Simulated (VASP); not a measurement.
**SiO2 in VASP: one cell, several levels of theory**

The task here is to estimate one member of a computed series from the others.

Program: VASP 6.6.1. PAW datasets, plane waves. Note: simulated data, non-magnetic, for a generated structure that need not be the stable one.

## The system as given

The cell comes from an earlier relaxation with r2SCAN in another program.

The symmetry is Fm-3m (No. 225, cubic); a = 4.528 Å in the conventional setting, 7.74 Å³ an atom. Around Si lie 8 O at 1.96 Å; around O lie 4 Si at 1.96 Å.

The structure in full:

```cif
data_structure
_symmetry_space_group_name_H-M 'Fm-3m'
_symmetry_Int_Tables_number 225
_cell_length_a 4.5283
_cell_length_b 4.5283
_cell_length_c 4.5283
_cell_angle_alpha 90.000
_cell_angle_beta 90.000
_cell_angle_gamma 90.000
_cell_volume 92.86
loop_
_atom_site_label
_atom_site_type_symbol
_atom_site_symmetry_multiplicity
_atom_site_Wyckoff_symbol
_atom_site_fract_x
_atom_site_fract_y
_atom_site_fract_z
_atom_site_occupancy
Si1 Si 4 a 0.00000 0.00000 0.00000 1
O1 O 8 c 0.25000 0.75000 0.75000 1
```

Set-up of the first run:

The input, INCAR:

```
ENCUT = 520.000000
SIGMA = 0.020000
EDIFF = 1.00e-07
GGA = PE
PREC = Accurate
IBRION = -1
ISIF = 2
ISMEAR = -1
NBANDS = 15
NELM = 120
NSW = 0
LASPH = .TRUE.
LCHARG = .TRUE.
LELF = .TRUE.
LWAVE = .FALSE.
LREAL = .FALSE.
```

The input, KPOINTS:

```
KPOINTS created by Atomic Simulation Environment
0
Gamma
10 10 10
0 0 0
```

The input, KPOINTS_OPT:

```
special points
6
Reciprocal
0.0000000000 0.0000000000 0.0000000000 1
0.5000000000 0.0000000000 0.5000000000 1
0.5000000000 0.2500000000 0.7500000000 1
0.3750000000 0.3750000000 0.7500000000 1
0.5000000000 0.5000000000 0.5000000000 1
0.6250000000 0.2500000000 0.6250000000 1
```

The input, POSCAR:

```
Si O
 1.0000000000000000
    -0.0000000000000000    2.2641691162216273    2.2641691162216273
     2.2641691162216273   -0.0000000000000000    2.2641691162216273
     2.2641691162216273    2.2641691162216273   -0.0000000000000000
 Si  O
   1   2
Cartesian
 -0.0000000000000000  0.0000000000000000 -0.0000000000000000
  1.1320845581108139  1.1320845581108139  1.1320845581108139
  3.3962536743324403  3.3962536743324403  3.3962536743324403
```

Potentials: the recommended PBE PAW datasets, 16 valence electrons in the neutral cell.

Command:

```console
mpirun -np 1 vasp_std
```

Among the steps run: Single point with PBE; r2SCAN; LDA; PBEsol at this geometry; Linear response to a field, PBE.

One table of the session follows, with a row left open; its other results are not shown here.

```
 level  gap (eV)  pressure (GPa)  Ansatz: gap (eV)
   PBE      2.06           10.33              2.09
r2SCAN      2.68            0.57              2.71
   LDA      1.81           -2.91              1.84
PBEsol         ?               ?                 ?
```

Q: Estimate the row for PBEsol from the others.

The run gave: gap (eV): 1.90; pressure (GPa): 3.65; Ansatz: gap (eV): 1.92. In the column «gap (eV)» it lies between LDA (1.81) and PBE (2.06).

In words: The gap runs from 1.81 eV (LDA) to 2.68 eV (r2SCAN). The pressure is highest with PBE (10.3 GPa) and lowest with LDA (-2.9 GPa), which orders the cells that they would relax to. The two programs agree on the gap within 0.04 eV, far less than the spread between functionals. A mean ε∞ of 4.3 means a refractive index near 2.07 below the gap. Ansatz refines its mesh for the response by itself, so the meshes differ. Each program uses its own PAW datasets and cutoff. LDA means the Perdew–Zunger form in VASP and the Perdew–Wang form in Ansatz.
